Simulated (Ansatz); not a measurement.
# PbSe (Clausthalite): how the settings move a calculation

Aim: see which settings change the result for PbSe (Clausthalite), by how much, and at what cost.

Method: reference: DFT, PBE, plane-wave PAW, default files, scalar-relativistic, in Ansatz 0.2.0.

1 further run of the same task is left out (set aside as unsound or not needed).

### 1 The structure to begin with

It takes space group Fm-3m (No. 225, cubic). Conventional cell: a = 6.121 Å, b = 6.121 Å, c = 6.121 Å, α = 90.00°, β = 90.00°, γ = 90.00°. Pb (site symmetry m-3m) has 6 Se at 3.06 Å as nearest neighbours. Around Se (site symmetry m-3m) lie 6 Pb at 3.06 Å.

As a file:

```
Pb Se
1.0
     0.00000    3.06065    3.06065
     3.06065    0.00000    3.06065
     3.06065    3.06065    0.00000
Pb Se
1 1
Cartesian
  0.0000 0.0000 0.0000
  3.0606 3.0606 3.0606
```

### 2 The reference run

input.yaml

```yaml
crystal:
  lattice:
    - [0.0, 3.06065, 3.06065]
    - [3.06065, 0.0, 3.06065]
    - [3.06065, 3.06065, 0.0]
  atoms:
    - { symbol: Pb, position: [0.0, 0.0, 0.0] }
    - { symbol: Se, position: [0.5, 0.5, 0.5] }
kpoints:
  mp_grid: { grid: [8, 8, 8] }
scf:
  occupations: { method: fermi_dirac, width: 0.02 }
hamiltonian:
  xc: pbe
  pseudopotentials: { kind: paw }
output:
  forces: true
  stress: true
  populations: true
  efg: { contact_densities: true }
relax:
  f_tol: 0.02
  max_steps: 60
```

Command:

```bash
ansatz run input.yaml --threads 1 --pin off --max-ram 3072MiB --backend cpu --events-out ev --progress --plain --runs-dir out
```

From the output:

```text
[...]
Basis set: ecut = 420 eV, 1139 PW (Γ), exchange–correlation on 60×60×60 points (8 copies of the dense FFT grid, shifted against one another)
[...]
k-points: 29 of 512
[...]
SCF iter   1: F=—  HF=-17376.603713 eV  |F-HF|=—  |Δ(HF+E_count)|=         —  Δρ=5.80e-4  dr2=1.97e-4  ethr=1.77e-3  ⟨swp⟩=6.3  Hψ=2657  notcnv=0
preconditioner: auto → none  [insulator: Δε(μ)=0.288 eV  Ē_g=15.323 eV  σ=0.020 eV  W_gap=1.00  n_scr=14 (ndim 8)  ℏωp=21.9 eV  f_vac=0.019  D(μ)=0.00/eV (n_scr^D=0)  ε∞_Penn≈3.0]
SCF iter   2: F=—  HF=-17376.603045 eV  |F-HF|=—  |Δ(HF+E_count)|=   6.68e-4  Δρ=3.63e-4  dr2=4.03e-5  ethr=6.56e-7  ⟨swp⟩=2.7  Hψ=1309  notcnv=0
[...]
SCF iter   5: F=—  HF=-17376.603073 eV  |F-HF|=—  |Δ(HF+E_count)|=   7.78e-7  Δρ=1.91e-5  dr2=2.46e-7  ethr=6.11e-9  ⟨swp⟩=2.0  Hψ=829  notcnv=0
SCF iter   6: F=-17376.603072 eV  HF=-17376.603072 eV  |F-HF|=2.40e-8  |Δ(HF+E_count)|=   1.12e-7  Δρ=6.19e-6  dr2=2.05e-8  ethr=3.33e-10  ⟨swp⟩=4.3  Hψ=1956  notcnv=0
[...]
relax step   1: F+E_penalty+E_count = -17376.60307243 eV  Δ(F+E_penalty+E_count) = +0.000e0 eV  max|allowed force component| = 1.427e-29 eV/Å  Δτ_max = 0.0000 Å  (6 SCF iters, accepted)
[...]
SCF converged after 6 iterations
Free energy (F): -17376.603072 eV
[...]
E sigma→0 (E₀):  -17376.603070 eV
[...]
Fermi energy:    9.177537 eV
[...]
  P = ⅓ Tr σ = 2.4252 GPa (24.252 kbar)
[...]
--- Relaxed structure (1 steps of the walk, 1 accepted, 0 SCFs on fresh bases) ---
[...]
```

Run time: 4.8 s. Hardware: 1 thread of Arm Neoverse V1, shared host; peak memory 0.41 GiB.

### 3 Changed: xc lda, ecutwfc 58.8 Ry

Changes to input.yaml since step 2:

```diff
@@ -13,3 +13,3 @@
 hamiltonian:
-  xc: pbe
+  xc: lda
   pseudopotentials: { kind: paw }
@@ -20,4 +20,3 @@
   efg: { contact_densities: true }
-relax:
-  f_tol: 0.02
-  max_steps: 60
+basis:
+  ecutwfc: "58.8 Ry"
```

Command:

```bash
ansatz run input.yaml --threads 1 --pin off --max-ram 3072MiB --backend cpu --events-out ev --progress --plain --runs-dir out
```

Standard output:

```text
Warning: RAYON_NUM_THREADS=1 ignored (pool sized by the plan → 1); use --threads N
Pb: output.efg is read without spin–orbit coupling, which moves field gradients at and beside such atoms by some per cent and up to a factor of two; PAW files take it under magnetization.noncollinear and magnetization.spin_orbit
Engine: ansatz 0.2.0, aarch64-unknown-linux-gnu
Pseudopotentials: kind: paw
Pseudopotential: Pb, paw, valence charge 14, recommended cutoff 420 eV (normal), Pb.paw.azcp
Pseudopotential: Se, paw, valence charge 16, recommended cutoff 420 eV (normal), Se.paw.azcp
Functional definition: SPW92
  exchange = slater_x
  correlation = pw_c
Crystal: 2 atoms, lattice volume = 57.342 Å³
Basis set: ecut = 800.0147556320471 eV, 2891 PW (Γ)
Bands: 19, of which v1, the nominal top of the filled ones, is band 15 counted from 1 (14 counted from 0)
Symmetry: 48 space group operations
Space group: Fm-3m (ITA 225), of the structure as read, at distance tolerance 3.9e-5 Å
k-points: 29 of 512
Non-local potential: Pb, projectors of the file, l = 0: 2, l = 1: 2, l = 2: 2, l = 3: 2
Non-local potential: Se, projectors of the file, l = 0: 2, l = 1: 2, l = 2: 3, l = 3: 1
PAW form: soft (Blöchl's): semilocal exchange-correlation on the pseudo side does not see the compensation charge
PAW frozen core: Pb, regenerated for the run's functional, and the local potential with it (the file was generated under x = pbe(κ = 0.804, μ = 0.2195149727645171), c = pbe(β = 0.06672455060314922))
PAW frozen core: Se, regenerated for the run's functional, and the local potential with it (the file was generated under x = pbe(κ = 0.804, μ = 0.2195149727645171), c = pbe(β = 0.06672455060314922))
PAW one-centre angular grid: Pb, 590 points (default); XC on 64 Gauss nodes
PAW one-centre angular grid: Se, 590 points (default); XC on 64 Gauss nodes
Initial density: superposition of atomic densities (neutral atoms: chi_scale 0, normalization atom), corrected by the library's trained network
Initial wavefunctions: pseudopotential atomic-orbital guess
Functional: x = slater, c = lda
SCF iter   1: F=—  HF=-16986.648007 eV  |F-HF|=—  |Δ(HF+E_count)|=         —  Δρ=4.25e-3  dr2=7.29e-3  ethr=1.77e-3  ⟨swp⟩=6.3  Hψ=2681  notcnv=0
preconditioner: auto → none  [insulator: Δε(μ)=0.160 eV  Ē_g=15.178 eV  σ=0.020 eV  W_gap=0.96  n_scr=14 (ndim 8)  ℏωp=21.9 eV  f_vac=0.022  D(μ)=0.03/eV (n_scr^D=0)  ε∞_Penn≈3.1]
SCF iter   2: F=—  HF=-16986.644818 eV  |F-HF|=—  |Δ(HF+E_count)|=   3.19e-3  Δρ=2.00e-3  dr2=1.13e-3  ethr=2.43e-5  ⟨swp⟩=2.7  Hψ=1235  notcnv=0
SCF iter   3: F=—  HF=-16986.644613 eV  |F-HF|=—  |Δ(HF+E_count)|=   2.05e-4  Δρ=5.72e-4  dr2=4.00e-4  ethr=3.77e-6  ⟨swp⟩=2.0  Hψ=956  notcnv=0
SCF iter   4: F=—  HF=-16986.644483 eV  |F-HF|=—  |Δ(HF+E_count)|=   1.29e-4  Δρ=1.78e-4  dr2=7.90e-6  ethr=1.33e-6  ⟨swp⟩=3.0  Hψ=974  notcnv=0
SCF iter   5: F=—  HF=-16986.644481 eV  |F-HF|=—  |Δ(HF+E_count)|=   2.03e-6  Δρ=2.78e-5  dr2=4.97e-7  ethr=2.63e-8  ⟨swp⟩=2.0  Hψ=986  notcnv=0
SCF iter   6: F=-16986.644481 eV  HF=-16986.644481 eV  |F-HF|=2.21e-8  |Δ(HF+E_count)|=   3.39e-7  Δρ=8.08e-6  dr2=3.52e-8  ethr=3.33e-10  ⟨swp⟩=6.1  Hψ=2574  notcnv=0
SCF 1 converged in 6 iterations: F = -16986.644481 eV  dr2 = 3.52e-8
SCF converged after 6 iterations
Free energy (F): -16986.644481 eV
Harris-Foulkes:  -16986.644481 eV  (|F-HF|=2.21e-8)
Internal energy: -16986.644445 eV  (E = F + TS)
E sigma→0 (E₀):  -16986.644463 eV
Entropy (-TS):   -0.000036 eV (-0.018 meV/atom)
Fermi energy:    8.752224 eV
--- Per-component energies (eV) ---
  E_band       = -436.639040
  E_kinetic    = 406.959071
  E_local      = -3540.010527  (includes V_loc(G=0)·N_el)
  E_nonlocal   = -235.160327
  E_hartree    = 1641.968061
  E_xc         = -323.306512
  E_vxc        = -232.613061  (∫ρ·V_xc dr)
  E_paw        = -11927.526601  (= ΣΔE_a)
  E_vpaw       = -119.760281  (= ΣTr[D̂ρ^β])
  E_aug_tail   = -0.000000  (compensation charges beyond the density's cutoff)
  E_ewald      = -3011.707258
  E_core_change = 2.139649  (= ΣΔE_core)
  E_smearing   = -0.000036  (= −TS)
  E_closure    = -0.000000  (closes the sum)
  Σ components = -16986.644481   (vs F -16986.644481, Δ=0.00e0)
--- Forces (eV/Å), atoms counted from 1 ---
  atom   1  Pb    -0.00000000    -0.00000000     0.00000000
  atom   2  Se    -0.00000000    -0.00000000     0.00000000
  max |Σ_I F_I| component: 2.04e-30 eV/Å
--- Stress (GPa, compression-positive) ---
       -2.113609      -0.000000       0.000000
        0.000000      -2.113609       0.000000
        0.000000       0.000000      -2.113609
  P = ⅓ Tr σ = -2.1136 GPa (-21.136 kbar)
--- PAW observables at the nuclei: V_zz in 10²¹ V/m², potentials from the cell's mean, atoms counted from 1 ---
  atom   1  Pb V_zz =    +0.000000   η = 0.0000   by run symmetry: forbidden
            electrostatic potential = -17478.191677 V   contact ρ = 16469301.750414 e/Å³
  atom   2  Se V_zz =    +0.000000   η = 0.0000   by run symmetry: forbidden
            electrostatic potential = -4712.673169 V   contact ρ = 261631.207335 e/Å³
--- Band table (eV; the first three rows and the last of 29) ---
  k-point 0: bands = ["-38.7298", "-38.7298", "-38.7273", "-38.7273", "-38.7273", "-8.0551", "-8.0551", "-8.0529", "-8.0529", "-8.0529", "-4.9547", "2.2398", "6.8224", "6.8224", "6.8224", "13.2795", "13.2795", "13.2795", "15.1862"]
  k-point 1: bands = ["-38.7298", "-38.7298", "-38.7273", "-38.7273", "-38.7273", "-8.0584", "-8.0584", "-8.0523", "-8.0483", "-8.0483", "-4.8362", "1.8599", "6.8644", "6.8644", "7.0824", "12.2233", "12.6219", "12.6219", "14.9585"]
  k-point 2: bands = ["-38.7298", "-38.7298", "-38.7273", "-38.7273", "-38.7273", "-8.0673", "-8.0673", "-8.0512", "-8.0364", "-8.0364", "-4.5106", "1.0106", "6.9879", "6.9879", "7.6100", "10.7395", "11.5112", "11.5112", "15.1294"]
  k-point 28: bands = ["-38.7299", "-38.7298", "-38.7273", "-38.7273", "-38.7272", "-8.1506", "-8.0555", "-8.0402", "-8.0402", "-8.0068", "-3.4833", "0.5645", "4.4385", "4.4385", "7.9034", "10.4607", "13.5561", "13.5561", "16.3321"]
--- Löwdin populations: 2 sites ---
  site symbol       q [e]
     0     Pb     13.5980
     1     Se     16.3490
  spilling = 0.001766 (of n_electrons = 30.000000)
```

Wall time 7.8 s (1 thread of Arm Neoverse V1, shared host); peak memory 0.47 GiB.

A change of functional puts the total energy on another scale; the pressure goes from 2.4 to -2.1 GPa and the gap on the mesh goes from 0.29 to 0.18 eV. The cutoff changed too.

### 4 Side by side

| run | ending | energy change | pressure (GPa) | gap (eV) | force (eV/Å) | cycles | time |
| --- | --- | --- | --- | --- | --- | --- | --- |
| reference | converged | - | 2.4 | 0.29 | 0.00 | 6 | 4.8 s |
| 1: xc lda, ecutwfc 58.8 Ry | converged | not comparable | -2.1 | 0.18 | 0.00 | 6 | 7.8 s |

What this shows: A change of functional puts the total energy on another scale; the pressure goes from 2.4 to -2.1 GPa and the gap on the mesh goes from 0.29 to 0.18 eV. The cutoff changed too. Symmetry fixes the atoms and the cell is held, so no setting can move this relaxation.  The gap of the reference lacks spin-orbit coupling, though the cell holds Pb.
